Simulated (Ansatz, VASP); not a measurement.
Two plane-wave programs on WC

```
CELL_PARAMETERS angstrom
0.00000 2.19268 2.19268
2.19268 0.00000 2.19268
2.19268 2.19268 0.00000
ATOMIC_POSITIONS crystal
W 0.00000 0.00000 0.00000
C 0.50000 0.50000 0.50000
```

Measurements of this composition are mostly on another form, of space group No. 187.

Alike in both runs: task single point; functional PBEsol; k mesh 20 × 20 × 20; occupations gaussian, width 0.15 eV; no spin polarisation.

|  | VASP | Ansatz |
| --- | --- | --- |
| version | VASP 6.6.1 | Ansatz 0.2.0 |
| potentials or method | VASP PAW PBE potentials, release 64 (W_sv, C) | scalar-relativistic, plane waves, PAW |
| plane-wave cutoff (eV) | 520 | 420 |
| valence electrons in the cell | 18 | 18 |

Ansatz gave:

```
gap on the k mesh at the Fermi level (eV) : none
pressure (GPa)                            : -10.1
```

Task: Which values does VASP return?

Result: gap on the k mesh at the Fermi level (eV): none; pressure (GPa): -9.1.

A gap of «none» marks a metal or a gap that the smearing closes. With one functional, cell and mesh, what is left measures potentials, basis and numerics.

Caveats: the PAW data sets were made with another functional, which shifts forces and pressure a little (VASP). The runs have no spin-orbit coupling, so splittings on W are missing.
